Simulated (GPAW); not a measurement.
GaSb:

```xyz
2
Lattice="-2.7534 2.7534 1.5907 2.7534 -2.7534 1.5907 2.7534 2.7534 -1.5907" Properties=species:S:1:pos:R:3 pbc="T T T"
Sb    0.0000    0.0000    0.0000
Ga    0.0000    2.7534    0.7954
```

Measurements of this composition are mostly on another form, of space group No. 216.

Base run:

- Program: GPAW 26.7.0
- Functional: PW91
- Potentials or basis: PAW data sets generated in the run's folder for this functional
- Cutoff: 600 eV
- Basis: pw
- k mesh: 10 × 10 × 10
- Occupations: fermi-dirac, width 0.05 eV
- Spin: no spin polarisation

Its results: band gap on the k mesh none (metal or under the smearing width); pressure 0.0 GPa.

**Question.** After a change of settings the same cell gave: band gap on the k mesh none (metal or under the smearing width); pressure -3.1 GPa. Which change was it?
A. functional from PW91 to revPBE; potentials or basis from PAW data sets generated in the run's folder for this functional to the program's PAW data sets (release 1.2.1) made for this functional
B. functional from PW91 to PBE; potentials or basis from PAW data sets generated in the run's folder for this functional to GPAW PAW data sets (gpaw-data 1.2.1)
C. functional from PW91 to PBEsol
D. functional from PW91 to r2SCAN; potentials or basis from PAW data sets generated in the run's folder for this functional to GPAW PAW data sets (gpaw-data 1.2.1)

**Answer.** C.

PBEsol binds more tightly than PW91, so the same cell stands under less pressure.
